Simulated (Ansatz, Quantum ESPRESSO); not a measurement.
**AuAl2 and the effect of spin-orbit coupling**

The structure is cubic, space group Fm-3m (No. 225). Conventional cell: a = 6.000 Å, b = 6.000 Å, c = 6.000 Å, α = 90.00°, β = 90.00°, γ = 90.00°. Au (site symmetry m-3m) has 8 Al at 2.60 Å as nearest neighbours. Al (site symmetry -43m) is surrounded by 4 Au at 2.60 Å.

Kept alike: task band structure; functional PBEsol; k mesh 8 × 8 × 8; occupations fermi-dirac, width 0.05 eV. Program: Ansatz, Ansatz PAW, cutoff 420 eV. The mesh is that of the run's cell of 3 atoms.

| spin-orbit coupling | pressure (GPa) |
| --- | --- |
| off | 0.06 |
| on | -0.74 |

Pressure is positive in compression, with a Pulay correction for the finite cutoff. For a metal such a mesh leaves the last digits unconverged. All rows use potentials made for PBE.

Question: What does spin-orbit coupling change here?

Answer: The pressure runs from -0.74 (on) to 0.06 GPa (off). A twin series (Quantum ESPRESSO, PseudoDojo 0.4.1 SR PBEsol standard) moves it by -0.635 between off and on, against -0.797 GPa here.

Switching on spin-orbit coupling at fixed geometry takes the cell from nearly stress-free to slight tension, so the coupling favours a somewhat smaller equilibrium volume. The shift of -0.797 GPa means that the spin-orbit energy gain grows as the lattice is compressed.

Gold is the natural source, since the coupling in aluminium is very weak. In a nearly filled 5d shell the first-order splitting largely cancels in the total energy. What remains comes mainly from spin-orbit mixing of occupied and empty states, including those with Au 6p character. This mixing probably strengthens as shorter Au–Al contacts increase hybridisation. The relativistic contraction of Au 6s is a separate, scalar effect and need not appear in this difference.

The twin series gives the same sign and a similar size, which supports a small contraction, provided its coupled run used fully relativistic potentials, as the scalar-relativistic set named there carries no spin-orbit term. Pressure alone doesn't show how the coupling alters the bands behind the compound's purple colour.
